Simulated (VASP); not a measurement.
A run of VASP 6.6.1 is set up as follows.

The input POSCAR:

```
K
1.0
   10.0796060000      0.0000000000      0.0000000000
    0.0000000000     10.0796060000      0.0000000000
    0.0000000000      0.0000000000      4.3245980000
K
1
Direct
    0.0000000000      0.0000000000      0.0000000000
```

Contents of INCAR.step1:

```
PREC = Accurate
ENCUT = 520
ISMEAR = 0
SIGMA = 0.3
LREAL = F
LASPH = T
NELM = 100
NBANDS = 10
GGA = PE
ALGO = Normal
EDIFF = 1E-4
LWAVE = T
LCHARG = F
```

The input INCAR.step2:

```
PREC = Accurate
ENCUT = 520
EDIFF = 1E-6
ISMEAR = 0
SIGMA = 0.3
LREAL = F
LASPH = T
NELM = 100
ALGO = Normal
ISIF = 2
LWAVE = F
LCHARG = F
METAGGA = R2SCAN
LMIXTAU = T
IVDW = 13
VDW_S6 = 1.0
VDW_S8 = 0.6018749
VDW_A1 = 0.51559235
VDW_A2 = 5.77342911
NBANDS = 10
ISTART = 1
```

The input KPOINTS:

```
Automatic mesh
0
Gamma
  2 2 3
```

Potentials or basis: VASP PAW PBE potentials, release 64 (K_sv).

Run with:

```console
$ cat potpaw_PBE.64/K_sv/POTCAR > POTCAR
$ cp INCAR.step1 INCAR
$ mpirun -np 1 vasp_std > vasp.out
$ cp INCAR.step2 INCAR
$ mpirun -np 1 vasp_std > vasp.out
```

Task: Predict the band gap on the k mesh.

Result: None (metal or under the smearing width).

Task: What does it give for the dispersion energy per atom?

Result: -0.003 eV.

Task: What does it give for the pressure?

Result: 0.0 GPa.

Stress tensor (GPa, compression positive):
```
-0.01  0.00  0.00
 0.00 -0.01  0.00
 0.00  0.00  0.10
```

Caveat: the k mesh is coarse (spacing up to 0.48 Å⁻¹), so the values aren't converged; the PAW data sets were made with another functional, which shifts forces and pressure a little; pairwise dispersion overbinds metals, which lowers pressure and volume.
